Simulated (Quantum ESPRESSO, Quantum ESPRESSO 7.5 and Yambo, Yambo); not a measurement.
## MoS2 (P6_3/mmc): Bethe-Salpeter spectra with Yambo

Aim: the absorption spectrum of MoS2 (P6_3/mmc) with electron-hole interaction, and what each part of the kernel does.

Calculated with Quantum ESPRESSO 7.5 and Yambo 5.3.0; PBE and many-body steps on it, plane waves.

The database entry behind the starting cell differs from later determinations by our own check (about 0.3 % long), so it need not match the best structure at ambient conditions.

### Step 1. Starting point

It takes space group P6_3/mmc (No. 194, hexagonal). The conventional cell has a = 3.169 Å, b = 3.169 Å, c = 12.324 Å, α = 90.00°, β = 90.00°, γ = 120.00°. Mo has 6 S at 2.41 Å nearest. Nearest to S lie 3 Mo at 2.41 Å. Farther neighbours and most contacts between anions are not listed.

The cell and positions come from the Crystallography Open Database and are kept as given unless a step says otherwise.

### Step 2. Empty states on the mesh, 6×6×2 mesh, 184 bands

This step: Quantum ESPRESSO 7.5; DFT, PBE, plane waves, norm-conserving pseudopotentials.

The sums over transitions need many empty states on a uniform mesh; this step solves for them.

Input file pw.in:

```
&control
  calculation = 'nscf'
  prefix = 'x'
  outdir = 'o'
  pseudo_dir = 'pseudo'
/
&system
  ibrav = 0
  nat = 6
  ntyp = 2
  ecutwfc = 72.0
  nbnd = 184
  force_symmorphic = .true.
/
&electrons
  conv_thr = 1e-9
  electron_maxstep = 80
  diago_full_acc = .true.
  diago_thr_init = 5e-6
/
ATOMIC_SPECIES
  Mo 95.95 Mo.upf
  S 32.06 S.upf
CELL_PARAMETERS angstrom
  3.1690000000 -0.0000000000 0.0000000000
  -1.5845000000 2.7444345046 0.0000000000
  0.0000000000 0.0000000000 12.3240000000
ATOMIC_POSITIONS crystal
  Mo 0.3333333333 0.6666666667 0.2500000000
  Mo 0.6666666667 0.3333333333 0.7500000000
  S 0.3333333333 0.6666666667 0.6230000000
  S 0.6666666667 0.3333333333 0.1230000000
  S 0.3333333333 0.6666666667 0.8770000000
  S 0.6666666667 0.3333333333 0.3770000000
K_POINTS automatic
  6 6 2 0 0 0
```

Command:

```sh
$ OMP_NUM_THREADS=1 mpirun -n 4 pw.x -nk 4 -in pw.in > pw.out
```

Output:

```text
Program PWSCF v.7.5 starts

     This program is part of the open-source Quantum ESPRESSO suite
     for quantum simulation of materials; please cite
         "P. Giannozzi et al., J. Phys.:Condens. Matter 21 395502 (2009);
         "P. Giannozzi et al., J. Phys.:Condens. Matter 29 465901 (2017);
         "P. Giannozzi et al., J. Chem. Phys. 152 154105 (2020);
     in publications or presentations arising from this work. More details at

     Atomic positions and unit cell read from directory:
     o/x.save/

     Message from routine setup:
[...]
k = 0.0000 0.1925 0.0000 (  7442 PWs)   bands (ev):

[...]
[... 11 further rows ...]
    70.2643  70.5906  70.7358  70.7424  71.4155  71.7568  72.3734  72.4178
    72.4628  72.7119  72.8064  73.1028  73.4540  73.4863  74.1281  74.5192

          k = 0.0000 0.1925-0.1286 (  7432 PWs)   bands (ev):

     [... further k-points ...]

     highest occupied, lowest unoccupied level (ev):    10.9922   11.8810

     XML data file, pseudopotentials, collected wavefunctions

=------------------------------------------------------------------------------=
   JOB DONE.
=------------------------------------------------------------------------------=
```

The job ended after 72 s (4 MPI ranks of Arm Neoverse V1, shared host; peak memory 0.72 GiB).

This step gave:

```yaml
gap: 0.8888 eV
k_of_the_valence_top: 0, 0, 0
k_of_the_conduction_bottom: 0.1667, 0.1667, 0
least_direct_gap: 1.654 eV
k_points_computed: 14
lowest_point_of_the_top_converged_band_above_the_valence_top: 62.7875 eV
```

On this mesh the gap is 0.889 eV.

The density comes from a self-consistent run that is not shown.

### Step 3. Conversion and set-up

This step: Yambo 5.3.0; conversion and set-up on PBE, plane waves, norm-conserving pseudopotentials.

The states are converted to the many-body program's format and the q mesh is built.

Command:

```sh
$ (cd o/x.save; p2y > p2y.log; mv SAVE ../..); yambo > setup.log
```

Output:

```text
 Yambo, version 5.3.0

 [02] CORE Variables Setup
 =========================

  [02.01] Unit cells
  ==================

  Cell kind             :  HCP
  Atoms in the cell     :  Mo  S
  number of Mo atoms    :  2
  number of S  atoms    :   4

  List of atomic masses
  Mass of Mo    :  95.95000
  Mass of S     :  32.06000

  List of atomic coordinates    : [cc]
  Mo1       : -0.29943E-09   3.4575       5.8222      order 1
  Mo2       :   2.99427   1.72874  17.46674  order 2
  S1       : -0.29943E-09   3.4575       14.509      order 3
[...]
Q [ 1]         [rlu]:  0.000000  0.000000  0.000000
 Q [ 2]         [rlu]:  0.000000  0.000000 -0.500000
 Q [ 3]         [rlu]: -0.39822E-17  0.16667       0.0000
[...]
Q [ 8]         [rlu]:  0.11947E-16 -0.50000     -0.50000
 Q [ 9]         [rlu]:  0.166667  0.166667  0.000000
 Q [10]         [rlu]:  0.166667  0.166667 -0.500000
 Q [11]         [rlu]:  0.166667  0.333333  0.000000
 Q [12]         [rlu]:  0.166667  0.333333 -0.500000
 Q [13]         [rlu]:  0.333333  0.333333  0.000000
 Q [14]         [rlu]:  0.333333  0.333333 -0.500000

  [03.01] X indexes
  =================

   [03.01.01] Sigma indexes
   ========================

 [06] Game Over & Game summary
```

Run time: 3 s. Hardware: 1 MPI rank; peak memory 0.25 GiB.

### Step 4. Screening and self-energy, 6×6×2 mesh, 184 bands, screening to 122.5 eV

G0W0 replaces the xc potential by the self-energy, built once from these orbitals. Only a window of levels is corrected, while the sums run over the empty bands that the input names.

This step: G0W0 on PBE, plane waves, norm-conserving pseudopotentials.

Input file gw1.in:

```
HF_and_locXC
gw0
dyson
ppa
em1d
rim_cut
RandQpts= 1000000
RandGvec= 1 RL
EXXRLvcs= 72 Ry
VXCRLvcs= 288 Ry
Chimod= "HARTREE"
% BndsRnXp
 1 | 184 |
%
NGsBlkXp= 9 Ry
% LongDrXp
 1 | 1 | 1 |
%
% GbndRnge
 1 | 184 |
%
DysSolver= "n"
ExtendOut
PPAPntXp= 27.21138 eV
% QPkrange
 1 | 1 | 25 | 28 |
 9 | 9 | 25 | 28 |
 13 | 13 | 25 | 28 |
%
```

Command:

```sh
$ OMP_NUM_THREADS=2 mpirun -n 2 yambo -F gw1.in -J gw1 -C gw1 > gw1.log
```

Output:

```text
 Yambo, version 5.3.0

 [02] CORE Variables Setup
 =========================

  [... cell, symmetries and grids as in the set-up ...]

  [02.05] Energies & Occupations
  ==============================

  [X] === General ===
  [X] Electronic Temperature                        :  0.000000  0.000000 [eV K]
  [X] Bosonic    Temperature                        :  0.000000  0.000000 [eV K]
  [X] Finite Temperature mode                       : no
  [X] El. density                                   :  0.48515E+24 [cm-3]
[...]
QP @ state[ 2 ] b range                          :  25  28
   QP @ state[ 3 ] K range                          :  13  13
   QP @ state[ 3 ] b range                          :  25  28
   GF energies kind                                 : Perdew, Burke & Ernzerhof(X)+Perdew, Burke & Ernzerhof(C)
   GF WF`s kind                                     : Perdew, Burke & Ernzerhof(X)+Perdew, Burke & Ernzerhof(C)
   Xs energies kind                                 : Perdew, Burke & Ernzerhof(X)+Perdew, Burke & Ernzerhof(C)
   Xs WF`s kind                                     : Perdew, Burke & Ernzerhof(X)+Perdew, Burke & Ernzerhof(C)

 [11] Game Over & Game summary
```

Run time: 14 min. Hardware: 2 MPI ranks; peak memory 1.9 GiB.

Numbers from this step:

```yaml
g0w0_gap_on_the_points_computed: 1.240 eV
starting_gap_on_the_mesh: 0.8888 eV
k_of_the_valence_top: 0, 0, 0
k_of_the_conduction_bottom: 0.1667, 0.1667, 0
least_direct_g0w0_gap_on_the_computed_points: 2.216 eV
```

The gap on the mesh goes from 0.89 eV to 1.24 eV, a correction of +0.35 eV.

The gap opens by 0.351 eV; the next steps shift the empty bands rigidly by 0.563 eV, the correction at the start's least direct gap.

### Step 5. Excitons

Optical absorption needs the electron-hole interaction, solved here in a basis of vertical transitions on the mesh.

This step: Bethe-Salpeter equation on PBE with a scissors shift, plane waves, norm-conserving pseudopotentials.

Input file bse3.in:

```
optics
bss
bse
em1s
dipoles
rim_cut
RandQpts= 1000000
RandGvec= 1 RL
Chimod= "HARTREE"
BSKmod= "SEX"
BSEmod= "resonant"
BSSmod= "d"
BSENGexx= 30 Ry
BSENGBlk= 6 Ry
% BSEQptR
 1 | 1 |
%
% BSEBands
 17 | 34 |
%
% BEnRange
 0 | 7 | eV
%
% BDmRange
 0.1 | 0.1 | eV
%
BEnSteps= 141
% BLongDir
 1 | 0 | 0 |
%
% BndsRnXs
 1 | 99 |
%
NGsBlkXs= 6 Ry
% LongDrXs
 1 | 1 | 1 |
%
% KfnQP_E
 0.563 | 1.0 | 1.0 |
%
WRbsWF
```

Command:

```sh
$ OMP_NUM_THREADS=2 mpirun -n 2 yambo -F bse3.in -J bse3 -C bse3 > bse3.log
```

Output:

```text
 Yambo, version 5.3.0

 [02] CORE Variables Setup
 =========================

  [... cell, symmetries and grids as in the set-up ...]

  [02.05] Energies & Occupations
  ==============================

  [X] === General ===
  [X] Electronic Temperature                        :  0.000000  0.000000 [eV K]
  [X] Bosonic    Temperature                        :  0.000000  0.000000 [eV K]
  [X] Finite Temperature mode                       : no
  [X] El. density                                   :  0.48515E+24 [cm-3]
  [X] Fermi Level                                   :  10.99217 [eV]

  [X] === Gaps and Widths ===
  [X] Conduction Band Min                           :  0.888808 [eV]
  [X] Valence Band Max                              :  0.000000 [eV]
  [X] Filled Bands                                  :  26
  [X] Empty Bands                                   :   27  184
  [X] Direct Gap                                    :  1.653901 [eV]
  [X] Direct Gap localized at k                     :  13
  [X] Indirect Gap                                  :  0.888808 [eV]
  [X] Indirect Gap between kpts                     :   1   9
  [X] Last valence band width                       :  1.613815 [eV]
  [X] 1st conduction band width                     :  1.216222 [eV]

 [03] Transferred momenta grid and indexing
 ==========================================

 [BZ sampling] Q-grid is User defined and/or read from the database

 IBZ Q-points                                      :  14
 BZ  Q-points                                      :   72

 K/Q-points units:
 rlu = crystal or reduced units; cc = cartesian coordinates; iku = interal k-units

 Q [ 1]         [rlu]:  0.000000  0.000000  0.000000
 Q [ 2]         [rlu]:  0.000000  0.000000 -0.500000
 Q [ 3]         [rlu]: -0.39822E-17  0.16667       0.0000
 Q [ 4]         [rlu]: -0.39822E-17  0.16667     -0.50000
 Q [ 5]         [rlu]: -0.79644E-17  0.33333       0.0000
 Q [ 6]         [rlu]: -0.79644E-17  0.33333     -0.50000
 Q [ 7]         [rlu]:  0.11947E-16 -0.50000       0.0000
 Q [ 8]         [rlu]:  0.11947E-16 -0.50000     -0.50000
 Q [ 9]         [rlu]:  0.166667  0.166667  0.000000
 Q [10]         [rlu]:  0.166667  0.166667 -0.500000
 Q [11]         [rlu]:  0.166667  0.333333  0.000000
 Q [12]         [rlu]:  0.166667  0.333333 -0.500000
 Q [13]         [rlu]:  0.333333  0.333333  0.000000
 Q [14]         [rlu]:  0.333333  0.333333 -0.500000

  [03.01] X + BSE indexes
  =======================

   [03.01.01] Sigma indexes
   ========================

 [04] Coloumb potential Random Integration (RIM)
 ===============================================

  [04.01] RIM initialization
  ==========================

  * Diagonal components only detected *

  8 x (sBL volume)        :  0.038104 [a.u.]
  sBZ random points       :  1000000
  Points outside the sBZ  :   7994252
  RL volume               :  0.342938 [a.u.]
  Integrated volume       :  0.343185 [a.u.]

  [04.02] RIM integrals
  =====================

  Gamma point sphere radius             :  0.061039 [a.u.]
  Points outside the sphere             :   799440
  [Int_sBZ(q=0) 1/q^2]*(Vol_sBZ)^(-1/3) =:  7.614149
                                 should be <:  7.795600

  Summary of Coulomb integrals for non-metallic bands |Q|[au] RIM/Bare

  Q [1] 0.100000E-4 0.976724 * Q [2] 0.134896 0.909773
  Q [3] 0.201919 1.106674 * Q [4] 0.242834 1.050517
  Q [9] 0.349734 1.035767 * Q [10] 0.374847 1.026735
  Q [5] 0.403838 1.026483 * Q [6] 0.425772 1.021260
  Q [11] 0.534227 1.015464 * Q [12] 0.550995 1.013641
  Q [7] 0.605757 1.012041 * Q [8] 0.620595 1.010959
  Q [13] 0.699467 1.009340 * Q [14] 0.712356 1.008709

 [WARNING] [Xs] User bands 1-99 break level degeneracy

 [WARNING] [BS] User bands 17-34 break level degeneracy

 [05] External/Internal QP corrections
 =====================================

 [QP_apply] Action to be applied: USER defined scissor

  [05.01]  QP corrections report
  ==============================

  [K+QP] === General ===
[...]
[K+QP] Direct Gap                                 :  2.216901 [eV]
  [K+QP] Direct Gap localized at k                  :  13
  [K+QP] Indirect Gap                               :  1.451808 [eV]
  [K+QP] Indirect Gap between kpts                  :   1   9
  [K+QP] Last valence band width                    :  1.613815 [eV]
  [K+QP] 1st conduction band width                  :  1.216222 [eV]

  [coarse-grid] Minimum Bare Gap        [ev]:  0.888808
  [coarse-grid] Minimum Gap Correction  [ev]:  0.563000

  Eqp @ K [ 1]
  -61.53053 -61.53053 -35.68062 -35.68049 -35.45350 -35.45350 -35.45343 -35.45343
  -14.95375 -14.68378 -13.74441 -13.30204  -6.85890  -5.82641  -3.48289  -3.26956
  -3.269558 -3.256281 -3.256281 -2.175774 -2.175774 -2.129118 -2.129118 -1.183267
  -1.144386  0.000000  2.662647  2.662647  2.690799  2.690799  2.826832  2.826832
    2.99876   2.99876   6.11805   6.25311   8.63710   9.16117   9.16990  10.45143
   10.45143  10.77809  10.86141  10.86141  12.09249  12.22758  12.22758  12.95211
[...]
Eqp @ K [ 2]
[...]
Eqp @ K [ 3]
[...]
Eqp @ K [ 4]
[...]
Eqp @ K [ 5]
[...]
Eqp @ K [ 6]
[...]
Eqp @ K [ 7]
[...]
Eqp @ K [ 8]
[...]
Eqp @ K [ 9]
[...]
-1.463661 -1.463661  1.784548  1.784552  2.381185  2.381186  2.840313  2.840316
     [... 25 further rows ...]
   11.49546  11.49546  11.74985  11.74986  12.44252  12.44252  12.62551  12.62551
   13.05352  13.05352  13.96757  13.96758  15.33668  15.33668  17.93226  17.93227

 [06] Dipoles
 ============

  [06.01] Setup: observables and procedures
  =========================================

  [WARNING] [x,Vnl] slows the Dipoles computation. To neglect it rename the ns.kb_pp file

  [WARNING] [r,Vnl^pseudo] included in position and velocity dipoles.

  [WARNING] In case H contains other non local terms, these are neglected

 [07] Static Dielectric Matrix
 =============================

 [WR./bse3//ndb.em1s]------------------------------------------------------------
  Brillouin Zone Q/K grids (IBZ/BZ)                :   14   72   14   72
  RL vectors                                       :   9289 [WF]
  Coulomb cutoff potential                         : none
  Electronic Temperature                           :  0.000000 [K]
  Bosonic    Temperature                           :  0.000000 [K]
  Static diel. fun.  energies                      : Perdew, Burke & Ernzerhof(X)+Perdew, Burke & Ernzerhof(C)
  wavefunctions                                    : Perdew, Burke & Ernzerhof(X)+Perdew, Burke & Ernzerhof(C)
  Global Gauge                                     : length
  X matrix size                                    :  193
  X band range                                     :    1   99
  X e/h energy range                               : -1.000000 -1.000000 [eV]
  X Time ordering                                  : T
  X Hxc Kernel                                     : HARTREE
  X Drude frequency                                :  0.000000  0.000000
  X poles                                          :  100.0000 [o/o]
  RL vectors in the sum                            :   9289
  [r,Vnl] included                                 : yes
  Field direction                                  :  0.577350E-5  0.577350E-5  0.577350E-5
  BZ energy Double Grid                            : no
  BZ energy DbGd points                            : 0
  BZ Q point size factor                           : -1.000000
  X Optical Averaged directions                    : none

 [08] Bethe Salpeter Equation driver
 ===================================

  [08.01] Bethe Salpeter Equation @q1
  ===================================

   [08.01.01] Transition pre-analysis @q1
   ======================================

   [08.01.02] Transition Groups build-up @q1
   =========================================

   [BSK] Transition groups (total):  28
   [BSK] Size (resonant):   5760
   [BSK]         (total):   5760
   [BSK] N. of matrices :  1

   [08.01.03] Loading Dipoles @q1
   ==============================

   [08.01.04] Independent Particles properties @q1
   ===============================================

   ==========================================================

   [BSE] Exchange components :  2033
   [BSE] Correlation components :   193  1119

    [08.01.05.01] Screened interaction header I/O
    =============================================

    [08.01.05.02] Main kernel loop
    ==============================

    [08.01.05.03] Wave-Function Phases
    ==================================

    [BSE] WF phases found       :  67.65873 [o/o]

   [08.01.06] BSE solver(s) @q1
   ============================

   [08.01.07] Diago Solver @q1
   ===========================

 [11] Game Over & Game summary
```

The job ended after 16 min (2 MPI ranks; peak memory 2.7 GiB; 48 min of CPU time).

This step gave:

| Item | Value |
| --- | --- |
| transitions in the window | 5760 |
| direct gap of the transition levels | 2.217 eV |
| lowest state | 1.991 eV |
| first strong exciton (over a fiftieth of the strongest listed) | 1.991 eV |
| binding of the lowest state below the direct gap | 0.2257 eV |
| Coulomb term of one mesh cell | 0.1661 eV |

The binding is 1.4 times the screened Coulomb term of one mesh cell (0.17 eV), so it is not shown settled.

The lowest state lies at 1.991 eV, 0.226 eV under the direct gap.

Lines within 3 meV are set at the lowest of them, and the highest group, which the list may cut short, is left out. Exciton lines, with heights relative to the strongest:

```
position (eV)  lines merged  strength, relative
        1.991             4                 100
        2.169             4                 8.0
        2.196             4                 0.1
        2.291             4                 0.6
        2.489             2                 0.0
        2.515             2                 0.0
        2.651             2                 0.0
```

The ε₂ has structure finer than the step of the table below, so its rows give means over 0.2 eV, whole bins alone (the curve runs from 0 to 7 eV). Peaks (eV: height): BSE 2.00: 17.2, 3.20: 32.6, 5.50: 14.3; no electron-hole interaction 2.30: 15.1, 3.25: 32.1, 4.80: 16.1, 5.75: 19.5.

Field along x; broadening 0.1 eV; transition window only. Limits: finite bands, cutoff and mesh; no spin-orbit coupling; exciton not shown settled in the k mesh. The ε₂ by photon energy; means over each step:

```
photon energy (eV)    BSE  no electron-hole interaction
               0.2  0.228                         0.178
               0.4  0.266                         0.204
               0.6  0.316                         0.237
               0.8  0.385                         0.279
               1.0  0.486                         0.337
               1.2  0.647                         0.419
               1.4  0.945                         0.545
               1.6   1.67                         0.763
               1.8   4.93                          1.23
               2.0   13.8                          2.84
               2.2   6.28                          10.3
               2.4   4.71                          10.9
               2.6   11.4                          4.73
               2.8   24.9                          8.18
               3.0   31.2                          15.7
               3.2   30.9                          27.1
               3.4   26.0                          26.0
               3.6   20.9                          22.0
               3.8   21.0                          22.4
               4.0   14.3                          18.2
               4.2   12.4                          15.5
               4.4   14.5                          12.9
               4.6   13.9                          14.1
               4.8   9.89                          14.9
               5.0   9.03                          12.1
               5.2   10.6                          10.2
               5.4   13.3                          11.9
               5.6   11.0                          12.6
               5.8   6.70                          17.6
               6.0   6.32                          10.6
               6.2   5.05                          7.84
               6.4   6.15                          6.92
               6.6   4.29                          7.61
               6.8   4.69                          5.49
```

The program warns that the window of bands cuts a degenerate level, which breaks the symmetry of states and spectrum.

(Part 1 of 3 ends here.)

[Paths, hosts, dates, memory and timing lines, banners, echoed tables and standing remarks are left out of the program output.]

[Logs are printed without paths, hosts, clocks, repeated set-up lines and the standing remarks that a program may print on its own settings, such as how far it seeks lower states.]

[Runs of the session that timed out or met a known fault of the program may be left out.]

[Hosts, paths, dates, database ids (printed as entryN), source tags and the programs' standing remarks are cut or masked in the printed files.]
